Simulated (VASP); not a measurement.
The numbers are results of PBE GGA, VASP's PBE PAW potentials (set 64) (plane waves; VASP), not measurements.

A VASP calculation is set up with these files.

**INCAR**
```
# general
SYSTEM   =  InN
PREC     =  Accurate
ENCUT    =  400
LREAL    =  F   # projection in real space or not
LASPH    =  T   # aspherical one-centre terms

# electronic loop
EDIFF    =  1E-6   # SCF stop (eV)
NELM     =  100   # most electronic steps
ALGO     =  Normal   # blocked Davidson
LMAXMIX  =  4   # l cut-off of mixed one-centre charges

# smearing
ISMEAR   =  -1   # Fermi-Dirac
SIGMA    =  0.1   # width (eV)

# functional
GGA      =  PE

# ions
ISIF     =  2   # forces and stress, cell fixed

# output
LWAVE    =  F
LCHARG   =  F
```

KPOINTS:
```
Regular mesh
0
Gamma
 17 17 9
0 0 0
```

**POSCAR**
```
InN
1
    3.5903870000     0.0000000000     0.0000000000
   -1.7951930000     3.1093660000     0.0000000000
    0.0000000000     0.0000000000     5.7967650000
In N
2 2
Direct
  0.6666670000   0.3333330000   0.5004800000
  0.3333330000   0.6666670000   0.0004800000
  0.6666670000   0.3333330000   0.8795200000
  0.3333330000   0.6666670000   0.3795200000
```

POTCAR, in this order: In_d N (PBE.64 set). Program: vasp_std.

Output

File OSZICAR:
```
       N       E                     dE             d eps       ncg     rms          rms(c)
DAV:   1     0.318742379162E+03    0.31874E+03   -0.15840E+04  7268   0.191E+03
DAV:   2     0.148353584535E+02   -0.30391E+03   -0.29634E+03  7722   0.437E+02
DAV:   3    -0.246383367662E+02   -0.39474E+02   -0.38761E+02  9894   0.171E+02
DAV:   4    -0.257801825507E+02   -0.11418E+01   -0.11386E+01  8656   0.319E+01
DAV:   5    -0.258203612937E+02   -0.40179E-01   -0.40171E-01  9766   0.523E+00    0.137E+01
DAV:   6    -0.213777658339E+02    0.44426E+01   -0.20832E+01 12702   0.582E+01    0.111E+01
DAV:   7    -0.214601540399E+02   -0.82388E-01   -0.21115E+00  7806   0.121E+01    0.336E+00
DAV:   8    -0.214301732867E+02    0.29981E-01   -0.24790E-01 11698   0.493E+00    0.184E+00
DAV:   9    -0.214212315582E+02    0.89417E-02   -0.60073E-02 12160   0.338E+00    0.478E-01
DAV:  10    -0.214187456951E+02    0.24859E-02   -0.14364E-02 11766   0.162E+00    0.139E-01
DAV:  11    -0.214195197125E+02   -0.77402E-03   -0.40230E-03 10720   0.466E-01    0.196E-01
DAV:  12    -0.214193512734E+02    0.16844E-03   -0.45739E-04 11338   0.268E-01    0.510E-02
DAV:  13    -0.214193188523E+02    0.32421E-04   -0.21323E-04 12128   0.115E-01    0.226E-02
DAV:  14    -0.214193222890E+02   -0.34367E-05   -0.13894E-05  9708   0.401E-02    0.828E-03
DAV:  15    -0.214193216741E+02    0.61491E-06   -0.19989E-06  7002   0.198E-02
   1 F= -.21419322E+02 E0= -.21418418E+02  d E =-.180654E-02
```

### OUTCAR
```
------------------------ aborting loop because EDIFF is reached ----------------------------------------
  FORCE on cell =-STRESS in cart. coord.  units (eV):
  Direction    XX          YY          ZZ          XY          YZ          ZX
  --------------------------------------------------------------------------------------
  Total       -1.1655263     -1.1655261     -1.1017331     -0.0000002     -0.0000000      0.0000000
  in kB      -28.8558497    -28.8558431    -27.2764708     -0.0000046     -0.0000000      0.0000000
  external PRESSURE =     -28.3293879 kB  Pullay stress =       0.0000000 kB
  volume of cell :       64.71
      direct lattice vectors                 reciprocal lattice vectors
     3.590387000  0.000000000  0.000000000     0.278521508  0.160804441  0.000000000
    -1.795193000  3.109366000  0.000000000     0.000000000  0.321608971  0.000000000
     0.000000000  0.000000000  5.796765000     0.000000000  0.000000000  0.172510012
 POSITION                                       TOTAL-FORCE (eV/Angst)
 -----------------------------------------------------------------------------------
      1.79520      1.03645      2.90116        -0.000000      0.000000      0.000618
     -0.00000      2.07291      0.00278         0.000000     -0.000000      0.000618
      1.79520      1.03645      5.09837         0.000000      0.000000     -0.000618
     -0.00000      2.07291      2.19999        -0.000000     -0.000000     -0.000618
 -----------------------------------------------------------------------------------
    total drift:                               -0.001343      0.000775      0.000713
  FREE ENERGIE OF THE ION-ELECTRON SYSTEM (eV)
  ---------------------------------------------------
  free  energy   TOTEN  =       -21.4193216741 eV

  energy  without entropy=      -21.4175151351  energy(sigma->0) =      -21.41841840
```
(Selected blocks of OUTCAR.)

At this cut-off the stress carries a Pulay error, which pulls relaxed volumes low.

The structure comes from a computed database's InN entry; how it stands against other phases isn't given here. The cell was not relaxed at this level. The run is one of a series of settings (KPOINTS 17×17×9 Γ-centred mesh against the base run), some of them coarse on purpose.
